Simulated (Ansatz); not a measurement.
# Relaxation of P

These are results of Ansatz 0.2.0, DFT PBE+D3(BJ), scalar-relativistic, plane waves, PAW, not measurements. Run with 420 eV cutoff, 10×4×8 k-mesh, Gaussian smearing of 0.10 eV, no spin polarisation.

What was changed: strain along c alone, the other axes held, atoms relaxed: -4.0 %.

Command:

```bash
ansatz run input.yaml --threads 1 --pin off --max-ram 2560MiB --backend cpu --events-out ev --progress --plain --runs-dir out
```

Input:

```yaml
crystal:
  lattice:
    - [3.3225242949, 0.0, 0.0]
    - [0.0, 10.1915207697, 0.0]
    - [0.0, 0.0, 4.0001876391]
  atoms:
    - { symbol: P, position: [0.0, 0.8930536676, 0.9314500365] }
    - { symbol: P, position: [0.5, 0.8930536676, 0.5685499635] }
    - { symbol: P, position: [0.5, 0.6069463324, 0.0685499635] }
    - { symbol: P, position: [0.0, 0.6069463324, 0.4314500365] }
    - { symbol: P, position: [0.5, 0.3930536676, 0.9314500365] }
    - { symbol: P, position: [0.0, 0.3930536676, 0.5685499635] }
    - { symbol: P, position: [0.0, 0.1069463324, 0.0685499635] }
    - { symbol: P, position: [0.5, 0.1069463324, 0.4314500365] }
basis:
  ecutwfc: 420
kpoints:
  mp_grid: { grid: [10, 4, 8] }
hamiltonian:
  xc: pbe
  dispersion: d3bj
scf:
  occupations: { method: gaussian, width: 0.1 }
output:
  forces: true
  stress: true
  eigenvalues: true
relax:
  adjacent_minimum: "off"
  f_tol: 0.008
  max_steps: 40
```

F is the free energy.

Steps:

```json
{"step": "1", "F − F(1) (eV)": "0.0000", "largest force component (eV/Å)": "0.302"}
{"step": "2", "F − F(1) (eV)": "-0.0164", "largest force component (eV/Å)": "0.132"}
{"step": "3", "F − F(1) (eV)": "-0.0202", "largest force component (eV/Å)": "0.003"}
{"step": "4", "F − F(1) (eV)": "-0.0202", "largest force component (eV/Å)": "0.003"}
```

Relaxed structure:

```yaml
crystal:
  lattice:
    - [3.32252, 0.00000, 0.00000]
    - [0.00000, 10.19152, 0.00000]
    - [0.00000, 0.00000, 4.00019]
  atoms:
    - { symbol: P, position: [0.00000, 0.89236, 0.93523] }
    - { symbol: P, position: [0.50000, 0.89236, 0.56477] }
    - { symbol: P, position: [0.50000, 0.60764, 0.06477] }
    - { symbol: P, position: [0.00000, 0.60764, 0.43523] }
    - { symbol: P, position: [0.50000, 0.39236, 0.93523] }
    - { symbol: P, position: [0.00000, 0.39236, 0.56477] }
    - { symbol: P, position: [0.00000, 0.10764, 0.06477] }
    - { symbol: P, position: [0.50000, 0.10764, 0.43523] }
```

The structure is orthorhombic, space group Cmce (No. 64). The conventional cell has a = 3.323 Å, b = 10.192 Å, c = 4.000 Å, α = 90.00°, β = 90.00°, γ = 90.00°. P (site symmetry m) has 3 P at 2.23 to 2.25 Å as nearest neighbours.

The run converged. It took 2.9 min on 1 thread of Arm Neoverse N1, with other jobs on the host, peak memory 0.58 GiB.